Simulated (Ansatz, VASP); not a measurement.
# One calculation of MgO, two programs

Contents of INCAR:

```
SYSTEM = MgO
PREC = Accurate
ENCUT = 520
EDIFF = 1E-6
ISMEAR = 1
SIGMA = 0.05
LREAL = .FALSE.
LASPH = .TRUE.
NELM = 60
ALGO = Normal
ISIF = 2
LWAVE = .FALSE.
LCHARG = .FALSE.
GGA = PE
NBANDS = 11
```

The input KPOINTS:

```
regular mesh
0
G
  9 9 9
  0 0 0
```

The input POSCAR:

```
MgO
1.0
    0.0000000000      2.1595000000      2.1595000000
    2.1595000000      0.0000000000      2.1595000000
    2.1595000000      2.1595000000      0.0000000000
Mg O
1 1
Direct
    0.0000000000      0.0000000000      0.0000000000
    0.5000000000      0.5000000000      0.5000000000
```

Input for Ansatz:

```yaml
crystal:
  lattice:
    - [0.0, 2.1595, 2.1595]
    - [2.1595, 0.0, 2.1595]
    - [2.1595, 2.1595, 0.0]
  atoms:
    - { symbol: Mg, position: [0.0, 0.0, 0.0] }
    - { symbol: O, position: [0.5, 0.5, 0.5] }
hamiltonian:
  xc: pbe
  pseudopotentials: { kind: paw }
basis:
  ecutwfc: 420
kpoints:
  mp_grid: { grid: [9, 9, 9] }
scf:
  occupations: { method: cold, width: 0.05 }
  lower_state_search: "off"
  max_iter: 60
output:
  forces: true
  stress: true
```

Alike in both runs: task single point; functional PBE; k mesh 9 × 9 × 9; no spin polarisation.

```csv
,VASP,Ansatz
version,VASP 6.6.1,Ansatz 0.2.0
potentials or method,"VASP PAW PBE potentials, release 64 (Mg, O)","PAW, plane waves, scalar-relativistic"
plane-wave cutoff (eV),520,420
occupations,"methfessel-paxton of order 1, width 0.05 eV","cold, width 0.05 eV"
valence electrons in the cell,8,16
```

Ansatz gave:

* pressure (GPa): -6.2

Question: Estimate VASP's values.

Answer: Pressure (GPa): -6.9.

The two sets of potentials don't hold the same shells in valence.
